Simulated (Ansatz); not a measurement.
# LiCl: the cost of one run

Program: Ansatz 0.2.0. Level of theory: DFT PBE, scalar-relativistic, plane waves, PAW. These are calculated values, not measurements.

1 further run of the same task is left out (set aside as unsound or not needed).

## 1. The structure to begin with

The structure is hexagonal, space group P6_3mc (No. 186). The conventional cell has a = 3.925 Å, b = 3.925 Å, c = 6.289 Å, α = 90.00°, β = 90.00°, γ = 120.00°. Li (site symmetry 3m) is surrounded by 4 Cl at 2.39 Å. Around Cl (site symmetry 3m) lie 4 Li at 2.39 Å.

Coordinates:

```
Li Cl
1.0
     3.92538    0.00000    0.00000
    -1.96269    3.39948    0.00000
     0.00000    0.00000    6.28939
Li Cl
2 2
Cartesian
  1.9627 1.1332 5.5208
  0.0000 2.2663 2.3761
  1.9627 1.1332 3.1272
  0.0000 2.2663 6.2719
```

It goes back to an entry of the Materials Project, which need not be the stable form.

It is the result of an earlier relaxation at this level (volume 20.98 Å³/atom; gap on the mesh: 5.94 eV).

## 2. Electronic structure at the relaxed geometry

The input, input.yaml:

```yaml
crystal:
  lattice:
    - [3.9253803159, 0.0, 0.0]
    - [-1.962690158, 3.3994790731, 0.0]
    - [0.0, 0.0, 6.2893925612]
  atoms:
    - { symbol: Li, position: [0.6666666667, 0.3333333333, 0.8777888619] }
    - { symbol: Li, position: [0.3333333333, 0.6666666667, 0.3777888619] }
    - { symbol: Cl, position: [0.6666666667, 0.3333333333, 0.4972121381] }
    - { symbol: Cl, position: [0.3333333333, 0.6666666667, 0.9972121381] }
basis:
  ecutwfc: 420
kpoints:
  mp_grid: { grid: [9, 9, 4] }
  band_path:
    path:
      - [[0.0, 0.0, 0.0], [0.5, 0.0, 0.0], [0.33333333, 0.33333333, 0.0], [0.0, 0.0, 0.0], [0.0, 0.0, 0.5], [0.5, 0.0, 0.5], [0.33333333, 0.33333333, 0.5], [0.0, 0.0, 0.5]]
      - [[0.5, 0.0, 0.5], [0.5, 0.0, 0.0]]
      - [[0.33333333, 0.33333333, 0.5], [0.33333333, 0.33333333, 0.0]]
    npoints: 14
hamiltonian:
  xc: pbe
scf:
  occupations: { method: gaussian, width: 0.02 }
output:
  forces: true
  stress: true
  eigenvalues: true
  populations: true
  dos: { projected: true, de: 0.02, nscf_kmesh: { grid: [14, 14, 6] } }
  bader: true
```

What time and memory should one allow on 1 thread of an Arm CPU, shared host?

About 36 s, with a peak of 0.34 GiB.
